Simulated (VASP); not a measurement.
SiNi2:

```
Ni Si
1.0
     3.83600    0.00000    0.00000
    -1.91800    3.32207    0.00000
     0.00000    0.00000    4.94800
Ni Si
4 2
Cartesian
  1.9180 1.1074 3.7110
  0.0000 2.2147 1.2370
  0.0000 0.0000 2.4740
  0.0000 0.0000 0.0000
  1.9180 1.1074 1.2370
  0.0000 2.2147 3.7110
```

| Item | Value |
| --- | --- |
| Program | VASP 6.6.1 |
| Task | relaxation of cell and atoms |
| Functional | PBEsol |
| Dispersion | D4 |
| Potentials or basis | VASP PAW PBE potentials, release 64 (Ni, Si) |
| Cutoff | 600 eV |
| k mesh | 6 × 6 × 5 |
| Occupations | fermi-dirac, width 0.05 eV |
| Spin | collinear spin, ferromagnetic start |
| Starting moments | [1.0, 1.0, 1.0, 1.0, 0.0, 0.0] μB |

At the start: pressure -1.0 GPa; volume 10.51 Å³/atom.

How do energy, volume and symmetry change on relaxing?

Over 5 steps the energy falls by 2.2 meV/atom and the volume is 10.44 Å³/atom (-0.7 %); space group P6_3/mmc (No. 194, to 0.05 Å); moment 0.00 μB per cell.

Step by step:
| step | energy change (eV) | largest force (eV/Å) | pressure (GPa) | volume (Å³) |
| --- | --- | --- | --- | --- |
| 1 | 0.0000 | 0.0000 | -1.04 | 63.05 |
| 2 | -0.0127 | 0.0000 | 0.79 | 62.43 |
| 3 | -0.0127 | 0.0000 | 0.77 | 62.44 |
| 4 | -0.0126 | 0.0000 | -0.85 | 62.83 |
| 5 | -0.0133 | 0.0000 | -0.12 | 62.62 |

Final structure:
```xyz
6
Lattice="3.8494 0.0000 0.0000 -1.9247 3.3337 0.0000 0.0000 0.0000 4.8797" Properties=species:S:1:pos:R:3 pbc="T T T"
Ni    1.9247    1.1112    3.6598
Ni    0.0000    2.2225    1.2199
Ni    0.0000    0.0000    2.4398
Ni    0.0000    0.0000    0.0000
Si    1.9247    1.1112    1.2199
Si    0.0000    2.2225    3.6598
```

Caveat: the PAW data sets were made with another functional, which shifts forces and pressure a little; pairwise dispersion overbinds metals, which lowers pressure and volume.
